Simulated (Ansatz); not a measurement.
This Ansatz 0.2.0 run on Mg needs a look.

File input.yaml:

```yaml
crystal:
  lattice:
    - [-0.95843368, 0.95843368, 0.87669102]
    - [0.95843368, -0.95843368, 0.87669102]
    - [0.95843368, 0.95843368, -0.87669102]
  atoms:
    - { symbol: Mg, position: [0.0, 0.0, 0.0] }
hamiltonian:
  xc: { exchange: b88, correlation: pbe }
  pseudopotentials: { kind: nc, accuracy: standard }
kpoints:
  mp_grid: { grid: [11, 11, 11] }
scf:
  occupations: { method: tetrahedron }
  n_extra_bands: 6
  max_iter: 100
output:
  forces: true
  stress: true
  dos: { projected: false, de: 0.05, nscf_kmesh: { grid: [17, 17, 17] } }
```

Potentials or basis: PseudoDojo standard.

Run with:

```sh
$ ansatz run input.yaml --threads 1 --pin off --max-ram 2560MiB --backend cpu --events-out ev --progress --plain --runs-dir out
```

Output:

```text
Warning: output.forces, output.stress, relax.cell or npt_langevin: where a Kohn–Sham band that disperses or a degenerate level is filled in part under the method tetrahedron, the forces or the stress that this run publishes need not agree with its energy (scf.occupations.method in the input reference, under Limitations); prefer a smearing scheme for the forces or the stress
Warning: RAYON_NUM_THREADS=1 ignored (pool sized by the plan → 1); use --threads N
[... 1 line left out ...]
Engine: ansatz 0.2.0, aarch64-unknown-linux-gnu
Pseudopotentials: kind: nc
Pseudopotential: Mg, nc, valence charge 10, recommended cutoff 1142.878222 eV (normal), Mg.nc.azcp (PseudoDojo's, or run here from an input of PseudoDojo's; its table is named by hamiltonian.pseudopotentials.accuracy)
Functional definition: unnamed
  exchange = b88_x
  correlation = pbe_c
Crystal: 1 atoms, lattice volume = 3.221 Å³
Basis set: ecut = 1142.878222 eV, 297 PW (Γ), exchange–correlation on 36×36×36 points (8 copies of the dense FFT grid, shifted against one another)
Bands: 11, of which v1, the nominal top of the filled ones, is band 5 counted from 1 (4 counted from 0)
Symmetry: 16 space group operations
Space group: I4/mmm (ITA 139), of the structure as read, at distance tolerance 1.5e-5 Å
k-points: 126 of 1331
Non-local potential: Mg, projectors of the file, l = 0: 2, l = 1: 2
Initial density: superposition of atomic densities (chi_scale 0.1, normalization cell)
Initial wavefunctions: pseudopotential atomic-orbital guess
[... 11 lines left out ...]
Stability not checked: this state was not tested for a lower state beside it, because cold or Methfessel-Paxton smearing, or corrected tetrahedra, fill the levels in a way that the test cannot read (fill_not_monotonic; see scf.lower_state_search)
Free energy (F): -1581.850210 eV
Harris-Foulkes:  -1581.850210 eV  (|F-HF|=3.34e-10)
Internal energy: -1581.849709 eV  (E = F + TS)
E sigma→0 (E₀):  -1581.850210 eV
Entropy (-TS):   -0.000501 eV (-0.501 meV/atom)
Fermi energy:    49.961612 eV
--- Per-component energies (eV) ---
  E_band       = 8.061378
  E_kinetic    = 1030.832308
  E_local      = -709.804514  (includes V_loc(G=0)·N_el)
  E_nonlocal   = -512.548726
  E_hartree    = 253.358109
  E_xc         = -235.859961
  E_vxc        = -307.133328  (∫ρ·V_xc dr)
  E_ewald      = -1407.826926
  E_smearing   = -0.000501  (= −TS)
  E_closure    = 0.000000  (closes the sum)
  Σ components = -1581.850210   (vs F -1581.850210, Δ=0.00e0)
--- Forces (eV/Å), atoms counted from 1 ---
  atom   1  Mg     0.00000000     0.00000000     0.00000000
  max |Σ_I F_I| component: 1.02e-31 eV/Å
--- Stress (GPa, compression-positive) ---
     3017.466808       0.000000      -0.000000
        0.000000    3017.466808      -0.000000
       -0.000000      -0.000000    2595.302794
  P = ⅓ Tr σ = 2876.7455 GPa (28767.455 kbar)
[... 6 lines left out ...]
```

How did it end, and where is the flaw?

The run converged. The input holds a flaw that was put in on purpose: a lattice far too small. The program doesn't stop on it, so the numbers can't be trusted though the run ends normally.
